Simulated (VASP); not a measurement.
Mg: single point with BLYP

Mg:

```
Mg
1.0
     3.21625    0.00000    0.00000
    -1.60813    2.78536    0.00000
     0.00000    0.00000    5.22905
Mg
2
Direct
  0.33333 0.66667 0.25000
  0.66667 0.33333 0.75000
```

* Program: VASP 6.6.1
* Task: single point
* Functional: BLYP
* Potentials or basis: VASP PAW PBE potentials, release 64 (Mg)
* Cutoff: 520 eV
* k mesh: 6 × 6 × 3
* Occupations: fermi-dirac, width 0.1 eV
* Spin: no spin polarisation

| Property | Result |
| --- | --- |
| Pressure | 0.1 GPa |
| Band gap on the k mesh | none (metal or under the smearing width) |

Stress tensor (GPa, compression positive):
```
0.08 0.00 0.00
0.00 0.08 0.00
0.00 0.00 0.20
```

Levels at points of the mesh, in eV from the Fermi level:
```tsv
k point	band 1	band 2	band 3	band 4	band 5	band 6
(0.00, 0.00, 0.00)	-6.85	-1.59	-1.34	10.78	10.78	10.82
(0.50, 0.00, 0.00)	-2.17	-2.05	2.62	3.12	3.17	3.53
```

Wall time 13 s on 1 thread of Intel(R) Xeon(R) Platinum 8488C (Sapphire Rapids), on a shared host, peak memory 0.14 GiB.

Caveat: the k mesh is coarse (spacing up to 0.40 Å⁻¹), so the values aren't converged; the PAW data sets were made with another functional, which shifts forces and pressure a little.
